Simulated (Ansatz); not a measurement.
# Rh (P6_3/mmc), axial (c/a) deformation path

Computed with DFT r2SCAN, scalar-relativistic, plane waves, PAW in Ansatz. Settings: plane waves to 500 eV, k-mesh 30×30×16 (Γ-centred), Gaussian smearing 0.15 eV. No spin polarisation. Energies are free energies at this smearing, counted from the undisturbed cell; pressure is positive in compression.

Reference structure (relaxed at this level; with this scan's settings it stands at 0.1 GPa; this form isn't the usual structure):

```
CELL_PARAMETERS angstrom
2.70364 0.00000 0.00000
-1.35182 2.34142 0.00000
0.00000 0.00000 4.34862
ATOMIC_POSITIONS crystal
Rh 0.66667 0.33333 0.75000
Rh 0.33333 0.66667 0.25000
```

At fixed volume and fractional coordinates, lengths along (0.000, 0.000, 1.000) are scaled against those across it; ρ is that ratio over its starting value. The cell is metallic on the mesh throughout.

**Question.** Over the sampled range (0.850 to 1.200), is the undisturbed cell the lowest point?

**Answer.** Yes, every other sampled point lies higher.

The scan:

| ρ | ΔE (meV/atom) |
| --- | --- |
| 0.850 | 186.5 |
| 0.920 | 53.8 |
| 0.960 | 14.1 |
| 1.000 | 0.0 |
| 1.050 | 16.0 |
| 1.100 | 65.4 |
| 1.200 | 264.7 |

Cost: 7 runs of about 6.9 core-minutes in all, on Intel Xeon Platinum 8259CL (Skylake/Cascade Lake) (shared hosts).